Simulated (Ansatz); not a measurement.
# SnS2: the cost of one run

Computed with Ansatz 0.2.0 (DFT PBE+D3(BJ), scalar-relativistic, plane waves, PAW, unless a step's input says otherwise).

### Step 1. The system as given

Symmetry: P-3m1, No. 164, trigonal system. The conventional cell has a = 3.670 Å, b = 3.670 Å, c = 5.800 Å, α = 90.00°, β = 90.00°, γ = 120.00°. Sn (site symmetry -3m) is surrounded by 6 S at 2.58 Å. S (site symmetry 3m) is surrounded by 3 Sn at 2.58 Å.

As a file:

```cif
data_structure
_symmetry_space_group_name_H-M 'P-3m1'
_symmetry_Int_Tables_number 164
_cell_length_a 3.6697
_cell_length_b 3.6697
_cell_length_c 5.7999
_cell_angle_alpha 90.000
_cell_angle_beta 90.000
_cell_angle_gamma 120.000
_cell_volume 67.64
loop_
_atom_site_label
_atom_site_type_symbol
_atom_site_symmetry_multiplicity
_atom_site_Wyckoff_symbol
_atom_site_fract_x
_atom_site_fract_y
_atom_site_fract_z
_atom_site_occupancy
Sn1 Sn 1 a 0.00000 0.00000 0.00000 1
S1 S 2 d 0.66667 0.33333 0.25486 1
```

It is the result of an earlier relaxation at this level (volume 22.55 Å³/atom; gap on the mesh: 1.24 eV).

### Step 2. The slab

Planes are indexed in the bulk's conventional cell (P-3m1 (No. 164)), a = 3.670 Å, b = 3.670 Å, c = 5.800 Å, α = 90.00°, β = 90.00°, γ = 120.00°.

A (001) slab, 3.0 Å thick as cut, with 16 Å of vacuum, in a 2×2 surface cell; its outer planes are S (top) and S (bottom).

The slab as cut. Its planes from the bottom up:

| plane | atoms per cell | height over the lowest (Å) |
| --- | --- | --- |
| 1 | S4 | 0.00 |
| 2 | Sn4 | 1.48 |
| 3 | S4 | 2.96 |

### Step 3. Relaxing the clean slab

input.yaml reads:

```yaml
crystal:
  lattice:
    - [7.3394829582, 0.0, 0.0]
    - [-3.6697414791, 6.3561786924, 0.0]
    - [0.0, 0.0, 18.9562883999]
  atoms:
    - { symbol: S, position: [0.1666666667, 0.3333333333, 0.4220235434] }
    - { symbol: S, position: [0.1666666667, 0.8333333333, 0.4220235434] }
    - { symbol: S, position: [0.6666666667, 0.3333333333, 0.4220235434] }
    - { symbol: S, position: [0.6666666667, 0.8333333333, 0.4220235434] }
    - { symbol: Sn, position: [0.0, 0.0, 0.5] }
    - { symbol: Sn, position: [0.0, 0.5, 0.5] }
    - { symbol: Sn, position: [0.5, 0.0, 0.5] }
    - { symbol: Sn, position: [0.5, 0.5, 0.5] }
    - { symbol: S, position: [0.3333333333, 0.1666666667, 0.5779764566] }
    - { symbol: S, position: [0.3333333333, 0.6666666667, 0.5779764566] }
    - { symbol: S, position: [0.8333333333, 0.1666666667, 0.5779764566] }
    - { symbol: S, position: [0.8333333333, 0.6666666667, 0.5779764566] }
basis:
  ecutwfc: 420
kpoints:
  mp_grid: { grid: [3, 3, 1] }
hamiltonian:
  xc: pbe
  dispersion: d3bj
scf:
  occupations: { method: gaussian, width: 0.05 }
output:
  forces: true
  eigenvalues: true
  write_density: true
  write_potential: true
  elf: true
  volumetric_format: npy
relax:
  adjacent_minimum: "off"
  f_tol: 0.03
  max_steps: 70
  constraints: [{ sites: [0, 1, 2, 3] }]
efield:
  axis: 3
  dipole_correction: true
  ramp_width: 0.04
```

On the command line:

```console
$ ansatz run input.yaml --threads 2 --pin off --max-ram 5120MiB --backend cpu --events-out ev --progress --plain --runs-dir out
```

What time and memory should one allow on 2 threads of Arm Neoverse V1, shared host?

About 30 s, with a peak of 1 GiB.
